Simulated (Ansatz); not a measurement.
A run of Ansatz 0.2.0 is set up as follows.

Contents of input.yaml:

```yaml
crystal:
  lattice:
    - [0.0, 2.731, 2.731]
    - [2.731, 0.0, 2.731]
    - [2.731, 2.731, 0.0]
  atoms:
    - { symbol: Ca, position: [0.0, 0.0, 0.0] }
    - { symbol: F, position: [0.75, 0.75, 0.75] }
    - { symbol: F, position: [0.25, 0.25, 0.25] }
hamiltonian:
  xc: lda
  pseudopotentials: { kind: paw }
kpoints:
  mp_grid: { grid: [8, 8, 8] }
  band_path:
    path:
      - [[0.0, 0.0, 0.0], [0.5, 0.0, 0.5], [0.5, 0.25, 0.75], [0.375, 0.375, 0.75], [0.0, 0.0, 0.0], [0.5, 0.5, 0.5], [0.625, 0.25, 0.625], [0.5, 0.25, 0.75], [0.5, 0.5, 0.5], [0.375, 0.375, 0.75]]
      - [[0.625, 0.25, 0.625], [0.5, 0.0, 0.5]]
    npoints: 14
scf:
  occupations: { method: fermi_dirac, width: 0.05 }
  n_extra_bands: 7
output:
  forces: true
  stress: true
  eigenvalues: true
  fatbands: false
  write_density: true
  write_potential: true
  elf: true
  volumetric_format: npy
```

Potentials or basis: Ansatz PAW.

Command:

```sh
$ ansatz run input.yaml --threads 2 --pin off --max-ram 5632MiB --backend cpu --events-out ev --progress --plain --runs-dir out
```

**Question.** What does it give for the pressure?

**Answer.** -6.5 GPa.

**Question.** What does it give for the band gap along the path?

**Answer.** 6.93 eV, indirect (least direct gap 7.18 eV).

**Question.** Estimate the band gap on the k mesh.

**Answer.** 6.93 eV, indirect (least direct gap 7.18 eV).

Levels at the corners of the path, in eV from the valence-band top:
```
point  band 9  band 10  band 11  band 12  band 13  band 14  band 15  band 16
    Γ   -2.16    -0.26    -0.26    -0.26     6.93     9.05     9.05    11.20
    X   -1.68    -0.37    -0.37     0.00     7.88     9.44    10.02    10.83
    W   -1.06    -1.06    -0.29    -0.09     8.22     9.65     9.85     9.85
    K   -1.54    -0.66    -0.45    -0.10     8.15     9.62     9.72    10.27
    Γ   -2.16    -0.26    -0.26    -0.26     6.93     9.05     9.05    11.20
    L   -1.33    -1.27    -0.85    -0.85     9.27     9.27     9.66    10.32
    U   -1.54    -0.66    -0.45    -0.10     8.15     9.62     9.72    10.27
    W   -1.06    -1.06    -0.29    -0.09     8.22     9.65     9.85     9.85
    L   -1.33    -1.27    -0.85    -0.85     9.27     9.27     9.66    10.32
    K   -1.54    -0.66    -0.45    -0.10     8.15     9.62     9.72    10.27
    U   -1.54    -0.66    -0.45    -0.10     8.15     9.62     9.72    10.27
    X   -1.68    -0.37    -0.37     0.00     7.88     9.44    10.02    10.83
```

Caveat: the pressure holds a Pulay correction of +0.8 GPa for the finite cutoff; the PAW data sets come from PBE, with cores solved anew for the run's functional, which leaves a small shift of forces and pressure. A hybrid or GW would open this gap; LDA tends to underestimate it.
